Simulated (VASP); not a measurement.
Ca, 1 atom in the cell. It takes space group Im-3m (No. 229, cubic). Conventional cell: a = 4.480 Å, b = 4.480 Å, c = 4.480 Å, α = 90.00°, β = 90.00°, γ = 90.00°. Ca (site symmetry m-3m) has 8 Ca at 3.88 Å as nearest neighbours. This isn't the form of Ca at room conditions, which is fcc.

```yaml
Program: VASP 6.6.1
Task: single point
Functional: vdW-DF
Potentials_or_basis: VASP PAW PBE potentials, release 64 (Ca_sv)
Cutoff: 520 eV
k_mesh: 8 × 8 × 8
Occupations: fermi-dirac, width 0.02 eV
Spin: no spin polarisation
Further_INCAR_settings: ALGO = Normal; EDIFF = 1.00e-06
```

Potentials or basis: VASP PAW PBE potentials, release 64 (Ca_sv).

The run is started by

```sh
$ python run.py
```

Hardware: 1 thread of Intel(R) Xeon(R) Platinum 8375C CPU @ 2.90GHz (Ice Lake), on a shared host.

Task: Estimate the wall time of this run.

Result: Run time: 62 s on 1 thread of Intel(R) Xeon(R) Platinum 8375C CPU @ 2.90GHz (Ice Lake), with other jobs on the host, peak memory 0.35 GiB. Counts: scf iterations 11, k points 29.
